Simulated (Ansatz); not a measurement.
**HfN: strain and displacement**

```
Hf N
1.0
     0.00000    2.25900    2.25900
     2.25900    0.00000    2.25900
     2.25900    2.25900    0.00000
Hf N
1 1
Cartesian
  0.0000 0.0000 0.0000
  2.2590 2.2590 2.2590
```

Atoms are numbered in the order listed.

The cell comes from COD entry 1539063, which wasn't checked; take it as a given geometry.

Spin polarisation is left out, and whether a magnetic state lies lower isn't shown here.

No spin–orbit coupling, which matters for the heavy atoms here.

Level of theory: Ansatz 0.2.0, DFT, PBE, all-electron LAPW, scalar-relativistic.

The runs use a Γ-centred 10×10×10 k mesh, Fermi–Dirac smearing of 0.03 eV, basis error target 1 meV/atom, no spin polarisation.

The unchanged cell is at 5.50 GPa.

In a metal, stresses and small energies carry noise from the k mesh.

x, y and z are the Cartesian axes of the cell as listed; fractional coordinates follow a strain, and an engineering shear is twice the off-diagonal strain component.

One change gave: energy change +11 meV/atom; stress change (xx, yy, zz, yz, xz, xy) 0.26, 0.26, 0.26, -3.41, -3.41, -3.41 GPa, compression positive. Which change was it?
A. equal xy, yz and zx engineering shear strains of +3 %
B. equal xy, yz and zx engineering shear strains of -3 %
C. equal xy, yz and zx engineering shear strains of +2 %
D. equal xy, yz and zx engineering shear strains of -2 %
E. equal xy, yz and zx engineering shear strains of -1 %
F. equal xy, yz and zx engineering shear strains of +1 %

A. For equal xy, yz and zx engineering shear strains of -2 %: energy change +4 meV/atom; stress change (xx, yy, zz, yz, xz, xy) 0.08, 0.08, 0.08, 2.25, 2.25, 2.25 GPa, compression positive. For equal xy, yz and zx engineering shear strains of +1 %: energy change +1 meV/atom; stress change (xx, yy, zz, yz, xz, xy) 0.02, 0.02, 0.02, -1.01, -1.01, -1.01 GPa, compression positive. For equal xy, yz and zx engineering shear strains of -3 %: energy change +11 meV/atom; stress change (xx, yy, zz, yz, xz, xy) 0.20, 0.20, 0.20, 3.72, 3.72, 3.72 GPa, compression positive. For equal xy, yz and zx engineering shear strains of -1 %: energy change under 1 meV/atom; stress change (xx, yy, zz, yz, xz, xy) 0.02, 0.02, 0.02, 0.89, 0.89, 0.89 GPa, compression positive. For equal xy, yz and zx engineering shear strains of +2 %: energy change +5 meV/atom; stress change (xx, yy, zz, yz, xz, xy) 0.11, 0.11, 0.11, -2.11, -2.11, -2.11 GPa, compression positive.
